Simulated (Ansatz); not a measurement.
Runs of Ansatz 0.2.0 on Ni. It takes space group Fm-3m (No. 225, cubic). The conventional cell has a = 3.475 Å, b = 3.475 Å, c = 3.475 Å, α = 90.00°, β = 90.00°, γ = 90.00°. Ni (site symmetry m-3m) has 12 Ni at 2.46 Å as nearest neighbours. 

```csv
spin,fixed moment (μB),pressure (GPa),moment (μB)
"collinear, program default start",0.0,(b),0.00
"collinear, ferromagnetic start",1.0,1.3,1.00
"collinear, ferromagnetic start",1.5,(a),1.50
"collinear, ferromagnetic start",0.2,-3.3,0.20
"collinear, ferromagnetic start",0.5,-2.9,0.50
"collinear, ferromagnetic start",2.0,27.6,2.00
"collinear, ferromagnetic start",0.8,(c),0.80
"collinear, ferromagnetic start",1.2,4.6,1.20
```

Alike in all rows: task single point; level PBEsol; potentials or basis Ansatz PAW; cell as given; k mesh 11 × 11 × 11; cutoff (eV) 420; smearing fermi-dirac 0.05 eV.

Problem. Estimate the missing entries.

Solution. (a) 10.7; (b) -3.4; (c) -0.8.

Caveats: the total moment is fixed, so each spin has its own Fermi level; the PAW data sets come from PBE, with cores solved anew for the run's functional, which leaves a small shift of forces and pressure; the thresholds are loose for stress.
